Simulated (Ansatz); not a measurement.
Nudged elastic band run: Si

Input file:

```yaml
crystal:
  lattice:
    - [0.0, 5.43, 5.43]
    - [5.43, 0.0, 5.43]
    - [5.43, 5.43, 0.0]
  atoms:
    - { symbol: Si, position: [0.00284585, -0.00247268, -0.00303508] }
    - { symbol: Si, position: [0.13091879, 0.12379804, 0.12283424] }
    - { symbol: Si, position: [0.00306641, -0.00256721, 0.50296663] }
    - { symbol: Si, position: [0.12496324, 0.12669484, 0.62443834] }
    - { symbol: Si, position: [0.00370177, 0.50371589, -0.00354324] }
    - { symbol: Si, position: [0.12508893, 0.62518583, 0.12618884] }
    - { symbol: Si, position: [0.00031305, 0.50039029, 0.49981179] }
    - { symbol: Si, position: [0.12498586, 0.62510993, 0.6239906] }
    - { symbol: Si, position: [0.49962224, -0.00048513, 0.00027029] }
    - { symbol: Si, position: [0.62276533, 0.12282929, 0.12251557] }
    - { symbol: Si, position: [0.4973402, -0.00258696, 0.50266153] }
    - { symbol: Si, position: [0.62298941, 0.12308777, 0.63155837] }
    - { symbol: Si, position: [0.49745083, 0.50289356, -0.00303824] }
    - { symbol: Si, position: [0.62377909, 0.63081565, 0.12291329] }
    - { symbol: Si, position: [0.49732774, 0.50314152, 0.50302719] }
    - { symbol: Si, position: [0.62662644, 0.62505907, 0.62443762] }
    - { symbol: Si, position: [0.74976291, 0.24967099, 0.25023175] }
basis:
  ecutwfc: 420.0
kpoints:
  mp_grid: { grid: [2, 2, 2] }
hamiltonian:
  xc: pbesol
  pseudopotentials: { kind: paw, azcp: { folder: soft_1 } }
scf:
  occupations: { method: gaussian, width: 0.02 }
  lower_state_search: "off"
neb:
  images: 7
  f_tol: 0.05
  initial_path: idpp
  max_iterations: 49
  final_atoms:
    - { symbol: Si, position: [0.00044966, 0.00049204, 0.00048479] }
    - { symbol: Si, position: [0.12521748, 0.12493418, 0.12499136] }
    - { symbol: Si, position: [0.00039702, 0.00042797, 0.49874135] }
    - { symbol: Si, position: [0.12169328, 0.1221662, 0.62811616] }
    - { symbol: Si, position: [0.00041907, 0.49866977, 0.00044914] }
    - { symbol: Si, position: [0.12173036, 0.62810847, 0.12210598] }
    - { symbol: Si, position: [-0.00755701, 0.50251878, 0.50252124] }
    - { symbol: Si, position: [0.12163784, 0.62804058, 0.62807924] }
    - { symbol: Si, position: [0.49902627, 0.00032449, 0.00032313] }
    - { symbol: Si, position: [0.62815216, 0.12201325, 0.12191647] }
    - { symbol: Si, position: [0.50198886, -0.00593371, 0.50197241] }
    - { symbol: Si, position: [0.62810816, 0.12189846, 0.62796429] }
    - { symbol: Si, position: [0.50209836, 0.50207914, -0.00625771] }
    - { symbol: Si, position: [0.62812587, 0.62794385, 0.12185142] }
    - { symbol: Si, position: [0.50184144, 0.50182758, 0.50182885] }
    - { symbol: Si, position: [0.6238078, 0.62536153, 0.62505173] }
    - { symbol: Si, position: [0.37374612, 0.37538492, 0.37507266] }
  order_check: true
```

Launched with:

```bash
$ ansatz run input.yaml --threads 1 --pin off --max-ram 3072MiB --backend cpu --events-out ev --progress --plain --runs-dir out
```

Output, in part (warnings, iteration lines):

```
NEB end point (image 0): max|allowed force component| = 1.777e-2 eV/Å (the criterion of neb.relax_end_points is 1.000e-2)
NEB end point (image 8): max|allowed force component| = 1.300e-2 eV/Å (the criterion of neb.relax_end_points is 1.000e-2)
NEB iter   1: max|band force component| = 2.477e0 eV/Å  barrier→ = 0.9795 eV  barrier← = 0.9796 eV  Δτ_max = 0.1463 Å  (75 SCF iters)
NEB iter   2: max|band force component| = 1.053e0 eV/Å  barrier→ = 0.4982 eV  barrier← = 0.4983 eV  Δτ_max = 0.1929 Å  (47 SCF iters)
NEB iter   3: max|band force component| = 2.910e-1 eV/Å  barrier→ = 0.3409 eV  barrier← = 0.3409 eV  CI = image 3  Δτ_max = 0.0970 Å  (47 SCF iters)
NEB iter   4: max|band force component| = 2.142e-1 eV/Å  barrier→ = 0.3079 eV  barrier← = 0.3080 eV  CI = image 4  Δτ_max = 0.1490 Å  (43 SCF iters)
NEB iter   5: max|band force component| = 1.137e-1 eV/Å  barrier→ = 0.3028 eV  barrier← = 0.3029 eV  CI = image 4  Δτ_max = 0.0552 Å  (41 SCF iters)
NEB iter   6: max|band force component| = 5.849e-2 eV/Å  barrier→ = 0.3010 eV  barrier← = 0.3011 eV  CI = image 4  Δτ_max = 0.0500 Å  (38 SCF iters)
NEB iter   7: max|band force component| = 5.822e-2 eV/Å  barrier→ = 0.2984 eV  barrier← = 0.2985 eV  CI = image 4  Δτ_max = 0.0656 Å  (39 SCF iters)
NEB iter   8: max|band force component| = 1.375e-1 eV/Å  barrier→ = 0.3025 eV  barrier← = 0.3025 eV  CI = image 4  Δτ_max = 0.0335 Å  (34 SCF iters)
NEB iter   9: max|band force component| = 4.286e-2 eV/Å  barrier→ = 0.2944 eV  barrier← = 0.2944 eV  CI = image 4  Δτ_max = 0.0000 Å  (262 SCF iters)
```

The run converged. By the program's own check the climbing image is a first-order saddle point (lowest curvatures found: -0.28 and 0.61 eV/Å²). Limits of this set-up: coarse k mesh, PAW files made for another functional, a small cell, in which the defect meets its images.

Final band (atoms are numbered from 1 in the order of the input):

| image | path coordinate (Å) | energy (eV) | Si2–Si17 (Å) | Si7–Si17 (Å) |
| --- | --- | --- | --- | --- |
| 0 | 0.00 | 0.000 | 2.39 | 4.70 |
| 1 | 0.42 | 0.060 | 2.43 | 4.35 |
| 2 | 0.85 | 0.228 | 2.49 | 3.99 |
| 3 | 1.27 | 0.277 | 2.70 | 3.57 |
| 4 | 1.70 | 0.294 | 3.10 | 3.12 |
| 5 | 2.13 | 0.278 | 3.56 | 2.71 |
| 6 | 2.56 | 0.228 | 3.98 | 2.50 |
| 7 | 2.99 | 0.057 | 4.36 | 2.43 |
| 8 | 3.43 | 0.000 | 4.70 | 2.39 |

Time of the run: 9.2 min on 1 thread of Intel(R) Xeon(R) Platinum 8259CL CPU @ 2.50GHz (Skylake/Cascade Lake), on a shared host, peak memory 0.98 GiB.
